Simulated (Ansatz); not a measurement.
Here is an Ansatz 0.2.0 calculation.

Contents of input.yaml:

```yaml
crystal:
  lattice:
    - [0.0, 3.2145, 3.2145]
    - [3.2145, 0.0, 3.2145]
    - [3.2145, 3.2145, 0.0]
  atoms:
    - { symbol: Hg, position: [0.0, 0.0, 0.0] }
    - { symbol: Te, position: [0.75, 0.75, 0.75] }
hamiltonian:
  xc: pbe
  pseudopotentials: { kind: paw, source: ansatz }
kpoints:
  mp_grid: { grid: [7, 7, 7] }
  band_path:
    path:
      - [[0.0, 0.0, 0.0], [0.5, 0.0, 0.5], [0.5, 0.25, 0.75], [0.375, 0.375, 0.75], [0.0, 0.0, 0.0], [0.5, 0.5, 0.5], [0.625, 0.25, 0.625], [0.5, 0.25, 0.75], [0.5, 0.5, 0.5], [0.375, 0.375, 0.75]]
      - [[0.625, 0.25, 0.625], [0.5, 0.0, 0.5]]
    npoints: 14
scf:
  occupations: { method: fermi_dirac, width: 0.05 }
  n_extra_bands: 6
output:
  forces: true
  stress: true
  eigenvalues: true
  fatbands: false
  write_density: true
  write_potential: true
  elf: true
  volumetric_format: npy
```

Potentials or basis: Ansatz PAW earlier set.

The run is started by

```bash
$ ansatz run input.yaml --threads 2 --pin off --max-ram 5120MiB --backend cpu --events-out ev --progress --plain --runs-dir out
```

Task: Predict the pressure.

Result: 4.6 GPa.

Task: Predict the band gap on the k mesh.

Result: None (metal or under the smearing width).

Levels at the corners of the path, in eV from the Fermi level:
| point | band 16 | band 17 | band 18 | band 19 | band 20 | band 21 |
| --- | --- | --- | --- | --- | --- | --- |
| Γ | -0.73 | -0.04 | -0.04 | -0.04 | 4.18 | 4.18 |
| X | -5.56 | -2.38 | -2.38 | 1.86 | 2.41 | 8.21 |
| W | -5.66 | -2.79 | -2.66 | 3.12 | 4.58 | 5.26 |
| K | -5.60 | -3.04 | -1.98 | 2.21 | 3.98 | 7.01 |
| Γ | -0.73 | -0.04 | -0.04 | -0.04 | 4.18 | 4.18 |
| L | -5.63 | -1.06 | -1.06 | 0.67 | 5.00 | 5.00 |
| U | -5.60 | -3.04 | -1.98 | 2.21 | 3.98 | 7.01 |
| W | -5.66 | -2.79 | -2.66 | 3.12 | 4.58 | 5.26 |
| L | -5.63 | -1.06 | -1.06 | 0.67 | 5.00 | 5.00 |
| K | -5.60 | -3.04 | -1.98 | 2.21 | 3.98 | 7.01 |
| U | -5.60 | -3.04 | -1.98 | 2.21 | 3.98 | 7.01 |
| X | -5.56 | -2.38 | -2.38 | 1.86 | 2.41 | 8.21 |

Caveat: spin-orbit coupling is left out, which moves the levels of the heavy elements.
